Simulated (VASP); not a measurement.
Write the native input for VASP 6.6.1 that does the following.

- Task: band structure
- Functional: PBE
- Potentials or basis: VASP PAW PBE potentials, release 64 (Ga_d, As)
- Cutoff: 520 eV
- k mesh: 10 × 10 × 10
- Occupations: gaussian, width 0.02 eV
- Spin: no spin polarisation
- Further INCAR settings: ALGO = Fast; EDIFF = 1e-07; NBANDS = 16

The structure of GaAs lies in POSCAR:

```
GaAs                                    
1.0
   -0.0000000000      2.8254019394      2.8254019394
    2.8254019394      0.0000000000      2.8254019394
    2.8254019394      2.8254019394      0.0000000000
  Ga              As            
     1     1
Direct
     0.0000000000000000    0.0000000000000000    0.0000000000000000
     0.2500000000000000    0.2500000000000000    0.2500000000000000
```

The cell was built by a generator and needn't be a form met in nature.

These files were run (other wordings do the same):

INCAR

```
SYSTEM = GaAs
PREC = Accurate ; ENCUT = 520
EDIFF = 1E-7 ; ISMEAR = 0
SIGMA = 0.02 ; LREAL = .FALSE.
LASPH = .TRUE. ; NELM = 60
ALGO = Fast ; ISIF = 2
LWAVE = .FALSE. ; LCHARG = .FALSE.
GGA = PE ; NBANDS = 16
```

KPOINTS

```
regular mesh
0
G
  10 10 10
  0 0 0
```

KPOINTS_OPT

```
path GXWKGLUWLK,UX
10
line-mode
reciprocal
 0.0000000000  0.0000000000  0.0000000000  G
 0.5000000000  0.0000000000  0.5000000000  X

 0.5000000000  0.0000000000  0.5000000000  X
 0.5000000000  0.2500000000  0.7500000000  W

 0.5000000000  0.2500000000  0.7500000000  W
 0.3750000000  0.3750000000  0.7500000000  K

 0.3750000000  0.3750000000  0.7500000000  K
 0.0000000000  0.0000000000  0.0000000000  G

 0.0000000000  0.0000000000  0.0000000000  G
 0.5000000000  0.5000000000  0.5000000000  L

 0.5000000000  0.5000000000  0.5000000000  L
 0.6250000000  0.2500000000  0.6250000000  U

 0.6250000000  0.2500000000  0.6250000000  U
 0.5000000000  0.2500000000  0.7500000000  W

 0.5000000000  0.2500000000  0.7500000000  W
 0.5000000000  0.5000000000  0.5000000000  L

 0.5000000000  0.5000000000  0.5000000000  L
 0.3750000000  0.3750000000  0.7500000000  K

 0.6250000000  0.2500000000  0.6250000000  U
 0.5000000000  0.0000000000  0.5000000000  X
```

Potentials or basis: VASP PAW PBE potentials, release 64 (Ga_d, As).

Command:

```bash
$ cat potpaw_PBE.64/Ga_d/POTCAR potpaw_PBE.64/As/POTCAR > POTCAR
$ mpirun -np 1 vasp_std > vasp.out
```

It gave:

| Quantity | Value |
| --- | --- |
| Pressure | 3.6 GPa |
| Band gap on the k mesh | 0.53 eV, direct |
| Band gap along the path | 0.53 eV, direct |

It took 36 s on 1 thread of Intel(R) Xeon(R) 6975P-C (Granite Rapids) (shared host), peak memory 0.2 GiB.
